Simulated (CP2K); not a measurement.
## Mo in CP2K: the effect of dispersion

Mo:

```
Mo
1.0
     2.74324    0.00000    0.00000
    -0.91441    2.58635    0.00000
    -0.91441   -1.29317    2.23984
Mo
1
Direct
  0.00000 0.00000 0.00000
```

Alike in all runs:

| Property | Result |
| --- | --- |
| Program | CP2K 2026.2 |
| Task | single point |
| Functional | r2SCAN |
| Potentials or basis | POTENTIAL_UZH Mo GTH-SCAN-q14; TZVP-MOLOPT-SCAN-GTH basis |
| Density cutoff | 9184 eV |
| k mesh | 12 × 12 × 12 |
| Occupations | fermi-dirac, width 0.05 eV |
| Spin | no spin polarisation |

```csv
dispersion,pressure (GPa)
none,?
D3(BJ),-5.6
D4,-3.9
rVV10,-3.7
D3(BJ)+ATM,-3.9
```

**Question.** What does the run with dispersion none give?

**Answer.** Pressure -2.2 GPa.

Caveats: the basis of atomic orbitals isn't converged, which shifts pressures, moduli and gaps; pairwise dispersion overbinds metals, which lowers pressure and volume (some runs).

Runs at the PBE level aren't shown here.
